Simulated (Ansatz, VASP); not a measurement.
Two plane-wave programs on InP

```
In P
1.0
     0.00000    2.93909    2.93909
     2.93909    0.00000    2.93909
     2.93909    2.93909    0.00000
In P
1 1
Direct
  0.00000 0.00000 0.00000
  0.25000 0.25000 0.25000
```

Alike in both runs: functional PBEsol; k mesh 8 × 8 × 8; occupations gaussian, width 0.02 eV; no spin polarisation.

Ansatz relaxed the structure, and its values are those at the end. VASP's run is a single point on that final structure, the one shown.

|  | VASP | Ansatz |
| --- | --- | --- |
| version | VASP 6.6.1 | Ansatz 0.2.0 |
| potentials or method | VASP PAW PBE potentials, release 64 (In_d, P) | scalar-relativistic, plane waves, PAW |
| plane-wave cutoff (eV) | 520 | 420 |
| valence electrons in the cell | 18 | 18 |

```csv
,VASP,Ansatz,Ansatz less VASP
gap on the k mesh at the Fermi level (eV),0.57,0.57,+0.002
least direct gap on the mesh (eV),0.57,0.57,+0.002
pressure (GPa),0.0,0.0,+0.01
```

Caveats: the PAW data sets were made with another functional, which shifts forces and pressure a little (VASP); spin-orbit coupling is left out, which moves the levels of the heavy elements. A hybrid or GW would open this gap; PBEsol tends to underestimate it.
